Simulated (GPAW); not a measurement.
Write a Python script for GPAW 26.7.0 that does the following.

```yaml
Task: single point
Functional: PBE
Potentials_or_basis: GPAW PAW data sets (gpaw-data 1.2.1)
Cutoff: 800 eV
Basis: pw
k_mesh: 11 × 11 × 11
Occupations: fermi-dirac, width 0.05 eV
Spin: collinear spin, ferromagnetic start
Starting_moments: "[1.0, 0.0] μB"
Maxiter: 150
```

The structure of NiO lies in POSCAR:

```
NiO
1.0
    0.0000000000      2.0913095100      2.0913095100
    2.0913095100      0.0000000000      2.0913095100
    2.0913095100      2.0913095100      0.0000000000
Ni O
1 1
Direct
    0.0000000000      0.0000000000      0.0000000000
    0.5000000000      0.5000000000      0.5000000000
```

These files were run (other wordings do the same):

run.py

```python
from ase.io import read
from gpaw import PW
from gpaw.dft import DFT

atoms = read('POSCAR')
atoms.set_initial_magnetic_moments([1.0, 0.0])

dft = DFT(atoms,
          mode=PW(800),
          xc='PBE',
          kpts={'size': (11, 11, 11), 'gamma': True},
          occupations={'name': 'fermi-dirac', 'width': 0.05},
          nbands=22,
          convergence={'density': 1e-05, 'energy': 1e-05},
          maxiter=150,
          txt='gpaw.txt')
print(f'Energy: {dft.calculate_energy():.6f} eV')
print('Forces (eV/A):')
print(dft.calculate_forces().round(4))
print('Stress (eV/A^3):', dft.calculate_stress().round(6))
print('Moments:', dft.magmoms()[1].round(3))
dft.write_gpw_file('gs.gpw')
```

Potentials or basis: GPAW PAW data sets (gpaw-data 1.2.1), pw.

The run is started by

```console
$ OMP_NUM_THREADS=1 python run.py
```

It gave:

* Pressure: 7.9 GPa
* Band gap on the k mesh: none (metal or under the smearing width)
* Net moment: 1.73 μB per cell
* Site moments: Ni +1.44; O +0.20 μB

Caveat: the stock nickel data set gives pressures a few GPa off other programs; a cell with one magnetic atom can't hold antiferromagnetic order, which such compounds often take; semilocal functionals often make such compounds metallic where correlation or magnetic order opens a gap, which also shifts bond lengths.

Wall time 110 s on 1 thread of Arm Neoverse N1, with other jobs on the host, peak memory 0.19 GiB.
